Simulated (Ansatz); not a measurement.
# PbS: equation of state with PBE

PbS:

```
CELL_PARAMETERS angstrom
4.08970 0.00000 0.00000
-2.04485 3.54178 0.00000
0.00000 0.00000 3.78817
ATOMIC_POSITIONS crystal
Pb 0.00000 0.00000 0.00000
S 0.66667 0.33333 0.50000
```

Measurements of this composition are mostly on another form, of space group No. 225.

| Quantity | Value |
| --- | --- |
| Program | Ansatz 0.2.0 |
| Task | equation of state |
| Functional | PBE |
| Potentials or basis | all-electron LAPW, scalar-relativistic |
| Basis error allowed | 0.0005 eV/atom |
| k mesh | 8 × 8 × 7 |
| Occupations | fermi-dirac, width 0.05 eV |
| Spin | no spin polarisation |

| Quantity | Value |
| --- | --- |
| Equilibrium volume | 27.45 Å³/atom |
| Bulk modulus at fixed shape and positions | 50 GPa |
| Pressure derivative of the bulk modulus | 3.3 |

Energy against volume, from the lowest point:
| volume (Å³/atom) | energy (meV/atom) |
| --- | --- |
| 25.789 | 17.06 |
| 26.338 | 7.45 |
| 26.887 | 1.87 |
| 27.435 | 0.00 |
| 27.984 | 1.55 |
| 28.533 | 6.22 |
| 29.082 | 13.73 |

All runs of the series together: 100 s on 1 thread of Arm Neoverse V2 (shared host).

Caveat: the cell was scaled at fixed shape and fractional positions, which overstates the stiffness of a crystal with free parameters, most of all of layers and chains. The run has no spin-orbit coupling, so splittings on Pb are missing.
